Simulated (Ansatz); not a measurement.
# SnO: energy and stress against strain

The task, for SnO: see how energy and stress answer to the strain pattern (1, 1, 0, 0, 0, 0).

Method: DFT PBEsol+D3(BJ), scalar-relativistic, plane waves, PAW, in Ansatz 0.2.0.

### Step 1. The system as given

It takes space group Pmn2_1 (No. 31, orthorhombic). Conventional cell: a = 3.355 Å, b = 5.674 Å, c = 4.222 Å, α = 90.00°, β = 90.00°, γ = 90.00°. Sn (site symmetry m) is surrounded by 3 O at 2.15 to 2.16 Å. O (site symmetry m) has 3 Sn at 2.15 to 2.16 Å in its first shell of neighbours.

Structure file:

```cif
data_structure
_symmetry_space_group_name_H-M 'P 1'
_symmetry_Int_Tables_number 1
_cell_length_a 3.3550
_cell_length_b 5.6741
_cell_length_c 4.2220
_cell_angle_alpha 90.000
_cell_angle_beta 90.000
_cell_angle_gamma 90.000
_cell_volume 80.37
loop_
_atom_site_label
_atom_site_type_symbol
_atom_site_fract_x
_atom_site_fract_y
_atom_site_fract_z
_atom_site_occupancy
Sn1 Sn 0.00000 0.23191 0.51314 1
Sn2 Sn 0.50000 0.76809 0.01314 1
O1 O 0.00000 0.89125 0.73686 1
O2 O 0.50000 0.10875 0.23686 1
```

It goes back to an entry of the Materials Project, which need not be the stable form.

No relaxation comes first: the listed cell is the starting point.

### Step 2. Zero of energy

Reference values: F = -13021.7509 eV; pressure -4.60 GPa; largest force 0.421 eV/Å; gap on the mesh 1.34 eV. It was computed beforehand with the settings of the runs below.

### Step 3. The scan: energy and stress against strain

The cell is strained by ε times the Voigt pattern (1, 1, 0, 0, 0, 0) (xx, yy, zz, yz, xz, xy; engineering shear), with fractional coordinates fixed (clamped ions). The stress on the pattern is the sum of the stress components weighted by it, tension positive.

### Step 4. At ε = -0.0200

The input, input.yaml:

```yaml
crystal:
  lattice:
    - [3.2879049, 0.0, 0.0]
    - [0.0, 5.56062192, 0.0]
    - [0.0, 0.0, 4.22197]
  atoms:
    - { symbol: Sn, position: [0.0, 0.231909, 0.513144] }
    - { symbol: Sn, position: [0.5, 0.768091, 0.013144] }
    - { symbol: O, position: [0.0, 0.89125, 0.736857] }
    - { symbol: O, position: [0.5, 0.10875, 0.236857] }
basis:
  ecutwfc: 420
kpoints:
  mp_grid: { grid: [8, 6, 6] }
hamiltonian:
  xc: pbesol
  dispersion: d3bj
scf:
  occupations: { method: gaussian, width: 0.05 }
output:
  forces: true
  stress: true
  eigenvalues: true
```

On the command line:

```bash
$ ansatz run input.yaml --threads 1 --pin off --max-ram 2560MiB --backend cpu --events-out ev --progress --plain --runs-dir out
```

### Step 5. Point ε = 0.0150

input.yaml: that of step 4 with these lines changed.

```diff
@@ -2,4 +2,4 @@
   lattice:
-    - [3.2879049, 0.0, 0.0]
-    - [0.0, 5.56062192, 0.0]
+    - [3.405330075, 0.0, 0.0]
+    - [0.0, 5.75921556, 0.0]
     - [0.0, 0.0, 4.22197]
```

### Step 6. ε = -0.0100

input.yaml: that of step 5 with these lines changed.

```diff
@@ -2,4 +2,4 @@
   lattice:
-    - [3.405330075, 0.0, 0.0]
-    - [0.0, 5.75921556, 0.0]
+    - [3.32145495, 0.0, 0.0]
+    - [0.0, 5.61736296, 0.0]
     - [0.0, 0.0, 4.22197]
```

### Step 7. ε = 0.0050

input.yaml: that of step 6 with these lines changed.

```diff
@@ -2,4 +2,4 @@
   lattice:
-    - [3.32145495, 0.0, 0.0]
-    - [0.0, 5.61736296, 0.0]
+    - [3.371780025, 0.0, 0.0]
+    - [0.0, 5.70247452, 0.0]
     - [0.0, 0.0, 4.22197]
```

### Step 8. ε = 0.0200

input.yaml: that of step 7 with these lines changed.

```diff
@@ -2,4 +2,4 @@
   lattice:
-    - [3.371780025, 0.0, 0.0]
-    - [0.0, 5.70247452, 0.0]
+    - [3.4221051, 0.0, 0.0]
+    - [0.0, 5.78758608, 0.0]
     - [0.0, 0.0, 4.22197]
```

### Step 9. ε = -0.0150

input.yaml: that of step 8 with these lines changed.

```diff
@@ -2,4 +2,4 @@
   lattice:
-    - [3.4221051, 0.0, 0.0]
-    - [0.0, 5.78758608, 0.0]
+    - [3.304679925, 0.0, 0.0]
+    - [0.0, 5.58899244, 0.0]
     - [0.0, 0.0, 4.22197]
```

### Step 10. Point ε = 0.0100

input.yaml: that of step 9 with these lines changed.

```diff
@@ -2,4 +2,4 @@
   lattice:
-    - [3.304679925, 0.0, 0.0]
-    - [0.0, 5.58899244, 0.0]
+    - [3.38855505, 0.0, 0.0]
+    - [0.0, 5.73084504, 0.0]
     - [0.0, 0.0, 4.22197]
```

### Step 11. At ε = -0.0050

input.yaml: that of step 10 with these lines changed.

```diff
@@ -2,4 +2,4 @@
   lattice:
-    - [3.38855505, 0.0, 0.0]
-    - [0.0, 5.73084504, 0.0]
+    - [3.338229975, 0.0, 0.0]
+    - [0.0, 5.64573348, 0.0]
     - [0.0, 0.0, 4.22197]
```

### Step 12. At ε = 0.0175

input.yaml: that of step 11 with these lines changed.

```diff
@@ -2,4 +2,4 @@
   lattice:
-    - [3.338229975, 0.0, 0.0]
-    - [0.0, 5.64573348, 0.0]
+    - [3.4137175875, 0.0, 0.0]
+    - [0.0, 5.77340082, 0.0]
     - [0.0, 0.0, 4.22197]
```

(Steps that only read results are left out.)

What does the calculation give? Wanted: slope of the stress at ε = 0, over ±0.0050.

As calculated:

| quantity | value |
| --- | --- |
| slope of the stress at ε = 0, over ±0.0050 | 335 GPa |

The slope of the stress at zero strain, 335 GPa, estimates C11 + C22 + 2 C12 with clamped ions in this Cartesian frame; letting the atoms relax could not make it stiffer. The reference stands under -4.6 GPa, so this is no zero-stress constant. The undisturbed cell is not the lowest point: the energy is 15.1 meV/atom lower at ε = -0.0200; the cell was taken as given and not relaxed at this level. The gap on the mesh stays between 1.28 and 1.39 eV.

Spin-orbit coupling is left out, though the cell holds Sn; it can move the gap.
